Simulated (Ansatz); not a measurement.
Input and command of a calculation in Ansatz (plane waves; scalar-relativistic PAW potentials unless the input names others):

```yaml
crystal:
  lattice:
    - [3.7240006046, 0.0, 0.0]
    - [-1.8620003023, 3.2250791273, 0.0]
    - [0.0, 0.0, 5.062]
  atoms:
    - { symbol: Pt, position: [0.0, 0.0, -0.0095963282] }
    - { symbol: Se, position: [0.3333333333, 0.6666666667, 0.2618530225] }
    - { symbol: Se, position: [0.6666666667, 0.3333333333, 0.7618530225] }
basis:
  ecutwfc: 420
  precision: f64
kpoints:
  mp_grid: { grid: [12, 12, 10] }
hamiltonian:
  xc: pbe
  dispersion: d3bj
scf:
  occupations: { method: gaussian, width: 0.15 }
  eigensolver: { kind: davidson }
output:
  forces: true
  eigenvalues: true
  stress: true
```

```bash
ansatz run input.yaml --threads 2 --pin off --max-ram 5120MiB --backend cpu --events-out ev --progress --plain --runs-dir out
```

Abridged log:
```
Pseudopotentials: kind: paw
Pseudopotential: Pt, paw, valence charge 18, recommended cutoff 420 eV (normal)
Pseudopotential: Se, paw, valence charge 16, recommended cutoff 420 eV (normal)
Functional definition: PBE
Crystal: 3 atoms, lattice volume = 60.796 Å³
Basis set: ecut = 420 eV, 1205 PW (Γ), exchange–correlation on 50×50×72 points (8 copies of the dense FFT grid, shifted against one another)
Bands: 30, of which v1, the nominal top of the filled ones, is band 25 counted from 1 (24 counted from 0)
Symmetry: 6 space group operations
Space group: P3m1 (ITA 156), of the structure as read, at distance tolerance 3.9e-5 Å
k-points: 162 of 1440 (time reversal used)
Initial density: superposition of atomic densities (neutral atoms: chi_scale 0, normalization atom), corrected by the library's trained network
Initial wavefunctions: pseudopotential atomic-orbital guess
Functional: x = pbe(κ = 0.804, μ = 0.21951497), c = pbe(β = 0.06672455)
SCF iter   1: F=—  HF=-23463.589606 eV  |F-HF|=—  |Δ(HF+E_count)|=         —  Δρ=2.86e-3  dr2=3.74e-3  ethr=1.77e-3  ⟨swp⟩=7.4  Hψ=19537  notcnv=0
SCF iter   2: F=—  HF=-23463.590682 eV  |F-HF|=—  |Δ(HF+E_count)|=   1.08e-3  Δρ=1.58e-3  dr2=2.14e-3  ethr=7.49e-6  ⟨swp⟩=4.0  Hψ=11983  notcnv=0  defer=2
SCF iter   3: F=—  HF=-23463.590111 eV  |F-HF|=—  |Δ(HF+E_count)|=   5.71e-4  Δρ=2.67e-4  dr2=4.62e-5  ethr=8.63e-8  ⟨swp⟩=4.0  Hψ=21959  notcnv=0
SCF iter   4: F=—  HF=-23463.590115 eV  |F-HF|=—  |Δ(HF+E_count)|=   3.86e-6  Δρ=5.45e-5  dr2=2.14e-6  ethr=8.63e-8  ⟨swp⟩=3.1  Hψ=10475  notcnv=0
SCF iter   5: F=—  HF=-23463.590116 eV  |F-HF|=—  |Δ(HF+E_count)|=   9.32e-7  Δρ=1.28e-5  dr2=1.11e-7  ethr=4.28e-9  ⟨swp⟩=3.0  Hψ=11181  notcnv=0
SCF iter   6: F=-23463.590116 eV  HF=-23463.590116 eV  |F-HF|=7.14e-9  |Δ(HF+E_count)|=   9.63e-8  Δρ=3.53e-6  dr2=4.68e-9  ethr=2.22e-10  ⟨swp⟩=4.0  Hψ=11339  notcnv=0
SCF 1 converged in 6 iterations: F = -23463.590116 eV  dr2 = 4.68e-9
  Residual-converged pass: ⟨swp⟩=3.0  Hψ=10735  notcnv=0  max |occ|·‖R‖ = 6.6e-6 eV (tolerance 6.7e-6 eV) dr2=4.80e-9  dr2_onsite=1.46e-9  max |Δocc| = 1.9e-9
SCF converged after 6 iterations
Free energy (F): -23463.590116 eV
Harris-Foulkes:  -23463.590116 eV  (|F-HF|=7.14e-9)
Internal energy: -23463.582605 eV  (E = F + TS)
E sigma→0 (E₀):  -23463.586360 eV
Entropy (-TS):   -0.007512 eV (-2.504 meV/atom)
Fermi energy:    13.317015 eV
  E_disp       = -1.431321  (pairwise vdW)
--- Forces (eV/Å), atoms counted from 1 ---
  atom   1  Pt     0.00000000     0.00000000     1.79475323
  atom   2  Se     0.00000000     0.00000000    -0.22001563
  atom   3  Se     0.00000000     0.00000000    -1.57472570
--- Stress (GPa, compression-positive) ---
        4.861011       0.000000       0.000000
        0.000000       4.861011       0.000000
        0.000000       0.000000       2.013066
  P = ⅓ Tr σ = 3.9117 GPa (39.117 kbar)
```

Apart from outputs and empty bands, the input differs from a reference run on usual settings in scf.eigensolver.kind: not typed → "davidson"; basis.precision: not typed → "f64". The reference, at the same geometry (not necessarily relaxed), gave pressure 3.91 GPa, largest force 1.795 eV/Å, no gap on the mesh. This run converged in 6 SCF iterations (reference: 6) with an energy at zero smearing within 0.01 meV/atom of the reference's, pressure 3.91 GPa, largest force 1.795 eV/Å, no gap on the mesh.

It took 17 s on 2 threads of Arm Neoverse V2, on a shared host, peak memory 0.41 GiB.